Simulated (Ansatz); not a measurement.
## Point defect: K interstitial in KBr

Computed with DFT PBE, scalar-relativistic, plane waves, PAW in Ansatz. Settings: 420 eV cutoff, 2×2×2 k-mesh, shifted by half a step, Gaussian smearing of 0.01 eV, collinear spin in charge 0 alone.

Host crystal, relaxed:

```cif
data_structure
_symmetry_space_group_name_H-M 'P 1'
_symmetry_Int_Tables_number 1
_cell_length_a 4.7376
_cell_length_b 4.7376
_cell_length_c 4.7376
_cell_angle_alpha 60.000
_cell_angle_beta 60.000
_cell_angle_gamma 60.000
_cell_volume 75.19
loop_
_atom_site_label
_atom_site_type_symbol
_atom_site_fract_x
_atom_site_fract_y
_atom_site_fract_z
_atom_site_occupancy
K1 K 0.00000 0.00000 0.00000 1
Br1 Br 0.50000 0.50000 0.50000 1
```

Supercell of 32 atoms, rows in host cell vectors: 1 1 -3; 1 1 1; 1 -3 1. Atoms relax at the host's cell, keeping the symmetry that the supercell leaves at the site. The cell is small, so energies carry finite-size errors of tenths of an eV. The host's Kohn–Sham gap is 4.32 eV. Atoms are taken from and returned to the elements' standard states.

Defect: K interstitial at (0.250, 0.250, 0.250) of the host cell.

Task: What is the formation energy of the neutral defect?

Result: 2.02 eV.

Task: Does the neutral defect carry a moment, and how do its surroundings relax?

Result: It changes the cell's moment by 0.50 μB (a fraction, from partly filled bands). The nearest neighbours before are 4 K at 2.90 Å, 4 Br at 2.90 Å; after relaxation the atoms near the site are 4 Br at 3.01 Å, 4 K at 3.39 Å; the largest move is 0.49 Å.